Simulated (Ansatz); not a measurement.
Crystal: PtSe2 (Sudovikovite).

```xyz
3
Lattice="3.7240 0.0000 0.0000 -1.8620 3.2251 0.0000 0.0000 0.0000 5.0620" Properties=species:S:1:pos:R:3 pbc="T T T"
Pt    0.0000    0.0000    0.0000
Se    1.8620    1.0750    3.7965
Se    0.0000    2.1501    1.2655
```

* Program: Ansatz 0.2.0
* Task: relaxation of cell and atoms
* Functional: PBEsol
* Dispersion: D4
* Potentials or basis: Ansatz PAW
* Cutoff: 420 eV (not typed: the program's choice for these potentials)
* k mesh: 8 × 8 × 5
* Occupations: fermi-dirac, width 0.05 eV
* Spin: no spin polarisation

At the start: volume 20.27 Å³/atom.

**Question.** Where does the relaxation end?

**Answer.** It ends after 7 steps and the volume is 19.06 Å³/atom (-6.0 %); space group P-3m1 (No. 164, to 0.05 Å).

The path:
```csv
step,energy change (eV),largest force (eV/Å),volume (Å³)
1,0.0000,0.3456,60.80
2,-0.0306,0.3711,56.56
3,-0.0569,0.0725,57.95
4,-0.0585,0.1675,56.60
5,-0.0621,0.0082,57.17
6,-0.0621,0.0004,57.17
7,-0.0613,0.0004,57.17
```

Final structure:
```
CELL_PARAMETERS angstrom
3.74481 0.00000 0.00000
-1.87241 3.24310 0.00000
0.00000 0.00000 4.70753
ATOMIC_POSITIONS crystal
Pt 0.00000 0.00000 0.00000
Se 0.66667 0.33333 0.73081
Se 0.33333 0.66667 0.26919
```

Caveat: the plane-wave basis is chosen anew once the cell has moved, so the energies of steps on either side of that aren't comparable; the PAW data sets come from PBE, with cores solved anew for the run's functional, which leaves a small shift of forces and pressure.
